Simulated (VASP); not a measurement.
Crystal: CdSe.

```
Cd Se
1.0
     0.00000    2.87396    2.87396
     2.87396    0.00000    2.87396
     2.87396    2.87396    0.00000
Cd Se
1 1
Direct
  0.98564 0.96332 0.00830
  0.49777 0.48686 0.49446
```

The cell comes from a database or a generator and needn't be the stable form of this composition.

The cell isn't the ideal one: atoms moved at random, drawn with an rms of 0.1 Å.

* Program: VASP 6.6.1
* Task: relaxation of cell and atoms
* Functional: PW91
* Dispersion: D3(BJ)
* Potentials or basis: VASP PAW PBE potentials, release 64 (Cd, Se)
* Cutoff: 580 eV
* k mesh: 8 × 8 × 8
* Occupations: tetrahedron
* Spin: no spin polarisation

At the start: pressure -1.7 GPa; volume 23.74 Å³/atom.

**Question.** Where does the relaxation end?

**Answer.** Over 13 steps the energy falls by 8.1 meV/atom and the volume is 23.00 Å³/atom (-3.1 %); space group Fm-3m (No. 225, to 0.05 Å).

The path:
```tsv
step	energy change (eV)	largest force (eV/Å)	pressure (GPa)	volume (Å³)
1	0.0000	0.1257	-1.69	47.48
2	-0.0089	0.1391	0.56	45.78
3	-0.0091	0.1375	0.21	46.02
4	-0.0111	0.1073	0.15	46.02
5	-0.0121	0.0890	0.11	46.03
6	-0.0131	0.0575	0.06	46.03
7	-0.0133	0.0441	0.04	46.04
8	-0.0153	0.0282	-0.09	46.10
9	-0.0158	0.0179	-0.15	46.13
10	-0.0159	0.0100	-0.25	46.19
11	-0.0160	0.0060	-0.22	46.17
12	-0.0160	0.0048	0.28	45.82
13	-0.0161	0.0041	0.02	46.01
```

Final structure:
```xyz
2
Lattice="-0.0006 2.8449 2.8430 2.8436 0.0002 2.8423 2.8443 2.8448 -0.0005" Properties=species:S:1:pos:R:3 pbc="T T T"
Cd    2.7773    2.8251    5.5903
Se    2.7756    2.8254    2.7487
```

Caveat: the PAW data sets were made with another functional, which shifts forces and pressure a little; pairwise dispersion overbinds metals, which lowers pressure and volume; tetrahedron occupations give inexact forces and stress in metals.
